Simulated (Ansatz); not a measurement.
# TiAl3 in Ansatz: the effect of functional

Crystal: TiAl3.

```xyz
4
Lattice="-1.8853 1.8853 4.2228 1.8853 -1.8853 4.2228 1.8853 1.8853 -4.2228" Properties=species:S:1:pos:R:3 pbc="T T T"
Ti    0.0000    0.0000    0.0000
Al    1.8853    0.0000    2.1114
Al    0.0000    1.8853    2.1114
Al    0.0000    0.0000    4.2228
```

The cell comes from a database or a generator and needn't be the stable form of this composition.

The cell isn't the ideal one: volume scaled by 0.96.

Alike in all runs:

| Quantity | Value |
| --- | --- |
| Program | Ansatz 0.2.0 |
| Task | single point |
| Potentials or basis | Ansatz PAW |
| k mesh | 10 × 10 × 10 |
| Occupations | fermi-dirac, width 0.05 eV |
| Spin | no spin polarisation |

```tsv
functional	cutoff	pressure (GPa)
LDA	420 eV (not typed: the program's choice for these potentials)	?
PBEsol	420 eV (not typed: the program's choice for these potentials)	4.4
r2SCAN	500 eV (not typed: the program's choice for these potentials)	5.2
```

Problem. What does the run with functional LDA give?

Solution. Pressure 1.1 GPa.

Caveats: the PAW data sets come from PBE, with cores solved anew for the run's functional, which leaves a small shift of forces and pressure.
